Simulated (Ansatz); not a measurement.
Wanted: the native input for an Ansatz 0.2.0 run.

```
Task                : single point
Functional          : PBE
Potentials or basis : all-electron LAPW, scalar-relativistic
Cutoff              : 179 eV (chosen from the basis error)
Basis error allowed : 0.001 eV/atom
k mesh              : 7 × 7 × 7
Occupations         : gaussian, width 0.012 eV
Spin                : no spin polarisation
```

Crystal: TePb.

```
Pb Te
1.0
     0.00000    3.23100    3.23100
     3.23100    0.00000    3.23100
     3.23100    3.23100    0.00000
Pb Te
1 1
Direct
  0.00000 0.00000 0.00000
  0.50000 0.50000 0.50000
```

One way to write it, as run:

input.yaml

```yaml
crystal:
  lattice:
    - [0.0, 3.231, 3.231]
    - [3.231, 0.0, 3.231]
    - [3.231, 3.231, 0.0]
  atoms:
    - { symbol: Pb, position: [0.0, 0.0, 0.0] }
    - { symbol: Te, position: [0.5, 0.5, 0.5] }
kpoints:
  mp_grid: { grid: [7, 7, 7] }
scf:
  occupations: { method: gaussian, width: 0.012 }
hamiltonian:
  xc: pbe
  pseudopotentials: { kind: all_electron, lapw: { basis_error: 0.001 } }
output:
  forces: true
  stress: true
  eigenvalues: true
```

Potentials or basis: all-electron LAPW, scalar-relativistic.

Launch:

```bash
$ ansatz run input.yaml --threads 1 --pin off --max-ram 3072MiB --backend cpu --events-out ev --progress --plain --runs-dir out
```

Results of the run:

```
Pressure : 2.1 GPa
```

Caveat: this odd mesh misses L, where the gap lies, so gap, dielectric constants and Born charges aren't listed.

It took 7 s on 1 thread of Arm Neoverse V1, with other jobs on the host, peak memory 0.28 GiB.
